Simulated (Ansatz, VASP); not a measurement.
## TiAl3 in VASP and in Ansatz

INCAR

```
SYSTEM = TiAl3
PREC = Accurate
ENCUT = 600
EDIFF = 1E-6
ISMEAR = 0
SIGMA = 0.1
LREAL = .False.
LASPH = .True.
NELM = 100
ALGO = Normal
ISIF = 3
LWAVE = .False.
LCHARG = .False.
GGA = PS
IBRION = 2
NSW = 100
EDIFFG = -0.005
```

File KPOINTS:

```
Automatic mesh
0
Gamma
  10 10 10
  0 0 0
```

Contents of POSCAR:

```
TiAl3
1.0
    3.9556712500      0.0000000000      0.0000000000
    0.0000000000      3.9556712500      0.0000000000
    0.0000000000      0.0000000000      3.9556712500
Ti Al
1 3
Direct
    0.0000000000      0.0000000000      0.0000000000
    0.5000000000      0.5000000000      0.0000000000
    0.5000000000      0.0000000000      0.5000000000
    0.0000000000      0.5000000000      0.5000000000
```

Input for Ansatz:

```yaml
crystal:
  lattice:
    - [3.95567125, 0.0, 0.0]
    - [0.0, 3.95567125, 0.0]
    - [0.0, 0.0, 3.95567125]
  atoms:
    - { symbol: Ti, position: [0.0, 0.0, 0.0] }
    - { symbol: Al, position: [0.5, 0.5, 0.0] }
    - { symbol: Al, position: [0.5, 0.0, 0.5] }
    - { symbol: Al, position: [0.0, 0.5, 0.5] }
basis:
  ecutwfc: 420
kpoints:
  mp_grid: { grid: [10, 10, 10] }
hamiltonian:
  xc: pbesol
scf:
  occupations: { method: gaussian, width: 0.1 }
output:
  forces: true
  stress: true
  eigenvalues: true
relax:
  adjacent_minimum: "off"
  f_tol: 0.005
  max_steps: 80
  cell: { stress_tol: 0.05 }
```

The cell comes from a database or a generator and needn't be the stable form of this composition.

Alike in both runs: task relaxation of cell and atoms; functional PBEsol; k mesh 10 × 10 × 10; occupations gaussian, width 0.1 eV; no spin polarisation.

|  | VASP | Ansatz |
| --- | --- | --- |
| version | VASP 6.6.1 | Ansatz 0.2.0 |
| potentials or method | VASP PAW PBE potentials, release 64 (Ti_sv, Al) | scalar-relativistic, plane waves, PAW |
| plane-wave cutoff (eV) | 600 | 420 |
| valence electrons in the cell | 21 | 21 |

VASP gave:

* gap on the k mesh at the Fermi level, each at its own relaxed structure (eV): none
* relaxed volume (Å³/atom): 15.40
* relaxed cell length with the largest relative difference (Å): 3.950

Task: Estimate Ansatz's values.

Result: gap on the k mesh at the Fermi level, each at its own relaxed structure (eV): none; relaxed volume (Å³/atom): 15.39; relaxed cell length with the largest relative difference (Å): 3.948.

A gap of «none» marks a metal or a gap that the smearing closes.

Caveats: the PAW data sets were made with another functional, which shifts forces and pressure a little (VASP).
